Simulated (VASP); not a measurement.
**KBr in VASP: one cell, several levels of theory**

What does VASP give for KBr (zincblende), the cell held fixed? Runs: PBE, r2SCAN. The results are then set beside those of Ansatz 0.2.0 for the same cell. This is a trial cell built on a prototype, not taken from a measured structure, and it needn't be the compound's ground state.

The runs shown are made with VASP 6.6.1. PAW datasets, plane waves. Note: simulated data, non-magnetic, for a generated structure that need not be the stable one.

## 1. Starting point

The cell comes from an earlier relaxation with r2SCAN in another program.

The symmetry is F-43m (No. 216, cubic); conventional cell a = 7.377 Å, 50.17 Å³ an atom. Near K stand 4 Br at 3.19 Å; near Br stand 4 K at 3.19 Å.

The structure in full:

```cif
data_structure
_symmetry_space_group_name_H-M 'F-43m'
_symmetry_Int_Tables_number 216
_cell_length_a 7.3766
_cell_length_b 7.3766
_cell_length_c 7.3766
_cell_angle_alpha 90.000
_cell_angle_beta 90.000
_cell_angle_gamma 90.000
_cell_volume 401.39
loop_
_atom_site_label
_atom_site_type_symbol
_atom_site_symmetry_multiplicity
_atom_site_Wyckoff_symbol
_atom_site_fract_x
_atom_site_fract_y
_atom_site_fract_z
_atom_site_occupancy
K1 K 4 a 0.00000 0.00000 0.00000 1
Br1 Br 4 d 0.25000 0.25000 0.75000 1
```

## 2. PBE at this geometry

Contents of INCAR:

```
ENCUT = 520.000000
SIGMA = 0.020000
EDIFF = 1.00e-07
GGA = PE
PREC = Accurate
IBRION = -1
ISIF = 2
ISMEAR = -1
NBANDS = 15
NELM = 120
NSW = 0
LASPH = .TRUE.
LCHARG = .FALSE.
LWAVE = .FALSE.
LREAL = .FALSE.
```

Contents of KPOINTS:

```
KPOINTS created by Atomic Simulation Environment
0
Gamma
6 6 6
0 0 0
```

Contents of KPOINTS_OPT:

```
special points
7
Reciprocal
0.0000000000 0.0000000000 0.0000000000 1
-0.5000000000 -0.5000000000 0.0000000000 1
-0.3750000000 -0.3750000000 0.2500000000 1
-0.3750000000 0.0000000000 0.3750000000 1
0.0000000000 0.0000000000 0.5000000000 1
-0.5000000000 -0.2500000000 0.2500000000 1
0.0000000000 0.2291670000 -0.2500000000 1
```

Contents of POSCAR:

```
K  Br
 1.0000000000000000
    -0.0000000000000000    3.6882992941940822    3.6882992941940822
     3.6882992941940822   -0.0000000000000000    3.6882992941940822
     3.6882992941940822    3.6882992941940822   -0.0000000000000000
 K   Br
   1   1
Cartesian
 -0.0000000000000000  0.0000000000000000  0.0000000000000000
  1.8441496470970411  1.8441496470970411  1.8441496470970411
```

The run uses the recommended PBE PAW datasets (16 valence electrons a neutral cell).

On the command line:

```bash
mpirun -np 1 vasp_std
```

Printed to the terminal (iteration lines stand in OSZICAR):

```text
POSCAR found type information on POSCAR K Br
 POSCAR found :  2 types and       2 ions
 LDA part: xc-table for (Slater+PW92), standard interpolation
 POSCAR, INCAR and KPOINTS ok, starting setup
 FFT: planning ... GRIDC
 FFT: planning ... GRID_SOFT
 FFT: planning ... GRID
 WAVECAR not read
 entering main loop
 Start KPOINTS_OPT (optional k-point list driver)
k-point batch [1-7\7]
```

OSZICAR:

```text
N       E                     dE             d eps       ncg     rms          rms(c)
DAV:   1     0.102798356060E+03    0.10280E+03   -0.63622E+03   480   0.883E+02
DAV:   2     0.155618622499E+01   -0.10124E+03   -0.94072E+02   627   0.219E+02
DAV:   3    -0.597975221251E+01   -0.75359E+01   -0.75011E+01   641   0.531E+01
DAV:   4    -0.635413394994E+01   -0.37438E+00   -0.37427E+00   818   0.988E+00
DAV:   5    -0.635689482219E+01   -0.27609E-02   -0.27609E-02   662   0.938E-01    0.317E+00
DAV:   6    -0.604541731791E+01    0.31148E+00   -0.40889E-01   641   0.268E+00    0.223E+00
DAV:   7    -0.600992275652E+01    0.35495E-01   -0.20836E-01   669   0.213E+00    0.110E+00
DAV:   8    -0.603074772012E+01   -0.20825E-01   -0.24612E-02   633   0.103E+00    0.201E-01
DAV:   9    -0.603262171719E+01   -0.18740E-02   -0.13149E-03   620   0.206E-01    0.135E-01
DAV:  10    -0.603478129878E+01   -0.21596E-02   -0.18248E-03   494   0.227E-01    0.359E-02
DAV:  11    -0.603481387789E+01   -0.32579E-04   -0.10499E-04   564   0.667E-02    0.951E-03
DAV:  12    -0.603483056834E+01   -0.16690E-04   -0.20201E-05   508   0.324E-02    0.632E-03
DAV:  13    -0.603483088868E+01   -0.32034E-06   -0.11334E-06   665   0.603E-03    0.139E-03
DAV:  14    -0.603483099372E+01   -0.10504E-06   -0.18053E-07   486   0.275E-03    0.696E-04
DAV:  15    -0.603483102993E+01   -0.36211E-07   -0.79244E-09   499   0.680E-04
   1 F= -.60348310E+01 E0= -.60348310E+01  d E =-.212157E-10
       N       E                     dE             ncg
DAV:   1    -0.370709491328E+03   -0.32439E+04      210
DAV:   2    -0.102679769958E+04   -0.65609E+03      266
DAV:   3    -0.107387368608E+04   -0.47076E+02      301
DAV:   4    -0.107643138090E+04   -0.25577E+01      323
DAV:   5    -0.107644743728E+04   -0.16056E-01      294
DAV:   6    -0.107644782427E+04   -0.38699E-03      321
DAV:   7    -0.107644782754E+04   -0.32708E-05      302
DAV:   8    -0.107644782761E+04   -0.61685E-07      257
```

The lines after F= are the extra pass for the points of KPOINTS_OPT, at fixed density; their E is not a total energy.

From OUTCAR:

```text
k-points           NKPTS =     16   k-points in BZ     NKDIM =     16   number of bands    NBANDS=     15

   NELECT =      16.0000    total number of electrons

   dimension x,y,z NGX =    40 NGY =   40 NGZ =   40
   dimension x,y,z NGXF=    80 NGYF=   80 NGZF=   80

  energy-cutoff  :      520.00
  volume of cell :      100.35
      direct lattice vectors                 reciprocal lattice vectors
     0.000000000  3.688299294  3.688299294    -0.135563836  0.135563836  0.135563836
     3.688299294  0.000000000  3.688299294     0.135563836 -0.135563836  0.135563836
     3.688299294  3.688299294  0.000000000     0.135563836  0.135563836 -0.135563836

 k-points in reciprocal lattice and weights: KPOINTS created by Atomic Simulation Env
   0.00000000  0.00000000  0.00000000       0.005
   0.16666667  0.00000000  0.00000000       0.037
   0.33333333  0.00000000  0.00000000       0.037
   0.50000000  0.00000000  0.00000000       0.019
   0.16666667  0.16666667  0.00000000       0.028
   0.33333333  0.16666667  0.00000000       0.111
   0.50000000  0.16666667  0.00000000       0.111
  -0.33333333  0.16666667  0.00000000       0.111
[... 8 more k-points ...]

 E-fermi :  -2.6450

 k-point     1 :       0.0000    0.0000    0.0000
  band No.  band energies     occupation
      1     -30.9185      2.00000
      2     -15.0066      2.00000
      3     -14.4160      2.00000
      4     -14.4160      2.00000
      5     -14.4160      2.00000
      6      -3.1473      2.00000
      7      -3.1473      2.00000
      8      -3.1473      2.00000
      9       1.1493      0.00000
     10       5.4848      0.00000
     11       5.4848      0.00000
     12       6.4738      0.00000
     13       6.4738      0.00000
     14       6.4738      0.00000
     15       7.1897      0.00000

 k-point     2 :       0.1667    0.0000    0.0000
  band No.  band energies     occupation
      1     -30.9181      2.00000
      2     -15.0672      2.00000
      3     -14.4176      2.00000
      4     -14.4176      2.00000
      5     -14.3491      2.00000
      6      -3.2636      2.00000
      7      -3.1434      2.00000
      8      -3.1434      2.00000
      9       1.5787      0.00000
     10       5.2352      0.00000
     11       5.2352      0.00000
     12       6.1044      0.00000
     13       6.4788      0.00000
     14       6.9287      0.00000
     15       6.9287      0.00000

 k-point     3 :       0.3333    0.0000    0.0000
  band No.  band energies     occupation
      1     -30.9174      2.00000
      2     -15.1622      2.00000
      3     -14.4208      2.00000
      4     -14.4208      2.00000
      5     -14.2419      2.00000
      6      -3.4495      2.00000
      7      -3.1365      2.00000
      8      -3.1365      2.00000
      9       2.5425      0.00000
     10       4.8130      0.00000
     11       5.0730      0.00000
     12       5.0730      0.00000
     13       6.4746      0.00000
     14       6.6708      0.00000
     15       6.6708      0.00000

 k-point     4 :       0.5000    0.0000    0.0000
  band No.  band energies     occupation
      1     -30.9170      2.00000
      2     -15.2020      2.00000
      3     -14.4224      2.00000
      4     -14.4224      2.00000
      5     -14.1963      2.00000
      6      -3.5252      2.00000
      7      -3.1333      2.00000
      8      -3.1333      2.00000
      9       3.3967      0.00000
     10       3.8463      0.00000
     11       5.0743      0.00000
     12       5.0743      0.00000
     13       6.4644      0.00000
     14       6.4644      0.00000
     15       7.0162      0.00000

 k-point     5 :       0.1667    0.1667    0.0000
  band No.  band energies     occupation
      1     -30.9180      2.00000
      2     -15.0847      2.00000
      3     -14.4199      2.00000
      4     -14.4199      2.00000
      5     -14.3261      2.00000
      6      -3.2853      2.00000
      7      -3.1488      2.00000
      8      -3.1488      2.00000
      9       1.7197      0.00000
     10       4.6673      0.00000
     11       5.7059      0.00000
     12       6.2736      0.00000
     13       6.7717      0.00000
     14       6.7718      0.00000
     15       6.9776      0.00000

[... the tables of k-points 6 to 16 left out ...]

  Total        0.1756618      0.1756618      0.1756618      0.0000000      0.0000000      0.0000000
  in kB        2.8046548      2.8046548      2.8046548      0.0000000      0.0000000      0.0000000
  external PRESSURE =       2.8046548 kB  Pullay stress =       0.0000000 kB

 POSITION                                       TOTAL-FORCE (eV/Angst)
 -----------------------------------------------------------------------------------
      0.00000      0.00000      0.00000         0.000000      0.000000      0.000000
      1.84415      1.84415      1.84415        -0.000000     -0.000000     -0.000000
 -----------------------------------------------------------------------------------
    total drift:                               -0.000000     -0.000000     -0.000000

  FREE ENERGIE OF THE ION-ELECTRON SYSTEM (eV)
  ---------------------------------------------------
  free  energy   TOTEN  =        -6.0348310299 eV

  energy  without entropy=       -6.0348310299  energy(sigma->0) =       -6.03483103
```

Hardware: 1 MPI rank of Intel Xeon Platinum 8488C, shared host.

The levels at the points of KPOINTS_OPT are read from vasprun.xml.

Near the gap, in eV above the top of the last filled band v; c is the band after it:

```
point    v−1      v     c   c+1
    Γ  -0.02  -0.02  4.28  8.62
    X  -0.02  -0.02  6.07  7.18
    U  -0.14  -0.01  6.32  7.18
    K  -0.14  -0.01  6.32  7.18
    L   0.00   0.00  6.53  6.98
    W  -0.20  -0.03  6.33  7.19
```

Gap with PBE: 4.28 eV, valence top at (0.00, 0.23, -0.25), conduction bottom at Γ. Least direct gap: 4.30 eV. The pressure is 0.28 GPa; the forces vanish within 0.01 eV/Å.

[end of part 1 of 2]
